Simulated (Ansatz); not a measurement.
## FeO (Wuestite) under changes of volume

One of the cells (10.067 Å³/atom); the others are scaled copies at fixed shape and fractional positions:

```xyz
2
Lattice="1.5188 0.8769 2.5196 -1.5188 0.8769 2.5196 0.0000 -1.7538 2.5196" Properties=species:S:1:pos:R:3 pbc="T T T"
Fe    0.0000    0.0000    0.0000
O     0.0000    0.0000    3.7794
```

| Item | Value |
| --- | --- |
| Program | Ansatz 0.2.0 |
| Functional | LDA |
| Potentials or basis | Ansatz PAW |
| Cutoff | 420 eV (not typed: the program's choice for these potentials) |
| k mesh | 11 × 11 × 11 |
| Occupations | fermi-dirac, width 0.05 eV |
| Spin | collinear spin, ferromagnetic start |
| Starting moments | [3.0, 0.0] μB |

```csv
volume (Å³/atom),energy over the lowest point (meV/atom),pressure (GPa),moment (μB per cell)
9.463,0.00,-5.9,3.97
9.664,?,?,?
9.866,23.86,-13.2,4.00
10.067,42.59,-16.4,4.00
10.268,65.15,-19.3,4.00
10.470,91.13,-21.9,4.00
10.671,120.16,-24.1,4.00
```

**Question.** What does the run at 9.664 Å³/atom give?

**Answer.** Energy over the lowest point 9.52 meV/atom; pressure -9.6 GPa; moment 3.99 μB per cell.

Worked out: A Birch-Murnaghan fit of order 3 (a polynomial in V^(-2/3)) to the other rows has its minimum at 9.23 Å³/atom, just outside them, with B0 = V·E''(V) = 231 GPa and B' = 4.5 at fixed shape and positions, which overstates the stiffness. It gives 9.45 meV/atom at 9.664 Å³/atom, against the run's 9.52, and -dE/dV = -9.6 GPa, against -9.6. A parabola through the other rows of the moment, of slope 0.0568 μB per Å³/atom there, gives 3.98 μB, against the run's 3.99.

Energies are extrapolated to zero smearing.

Caveats: a cell with one magnetic atom can't hold antiferromagnetic order, which such compounds often take; the PAW data sets come from PBE, with cores solved anew for the run's functional, which leaves a small shift of forces and pressure.
